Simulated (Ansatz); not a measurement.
Here is an Ansatz 0.2.0 calculation.

File input.yaml:

```yaml
crystal:
  lattice:
    - [0.0, 2.22, 2.22]
    - [2.22, 0.0, 2.22]
    - [2.22, 2.22, 0.0]
  atoms:
    - { symbol: Hf, spin: 0.5, position_ang: [0.0, 0.0, 0.0] }
hamiltonian:
  xc: r2scan
  pseudopotentials: { kind: paw }
  dispersion: rvv10
magnetization:
  spin_polarized: true
kpoints:
  mp_grid: { grid: [10, 10, 10] }
scf:
  occupations: { method: fermi_dirac, width: 0.01 }
  n_extra_bands: 32
output:
  forces: true
  stress: true
  write_density: true
  write_potential: true
  elf: true
  volumetric_format: npy
relax:
  f_tol: 0.01
  max_steps: 40
  cell: { stress_tol: 0.05 }
```

Potentials or basis: Ansatz PAW.

The run is started by

```bash
$ ansatz run input.yaml --threads 1 --pin off --max-ram 2560MiB --backend cpu --events-out ev --progress --plain --runs-dir out
```

**Question.** Estimate the band gap on the k mesh.

**Answer.** None (metal or under the smearing width).

**Question.** Predict the relaxed cell.

**Answer.** a = 3.151 Å, b = 3.151 Å, c = 3.151 Å, α = 60.00°, β = 60.00°, γ = 60.00°.

Step by step:
| step | energy change (eV) | largest force (eV/Å) | volume (Å³) |
| --- | --- | --- | --- |
| 1 | 0.0000 | 0.0000 | 21.88 |
| 2 | -0.0002 | 0.0000 | 22.29 |
| 3 | -0.0007 | 0.0000 | 22.09 |
| 4 | -0.0007 | 0.0000 | 22.11 |
| 5 | -0.0007 | 0.0000 | 22.11 |

Caveat: the magnetic or orbital state may not be the lowest; the plane-wave basis is chosen anew once the cell has moved, so the energies of steps on either side of that aren't comparable; the PAW data sets come from PBE, with cores solved anew for the run's functional, which leaves a small shift of forces and pressure; the starting moments weren't kept. Zero-point motion and thermal expansion aren't in these numbers.
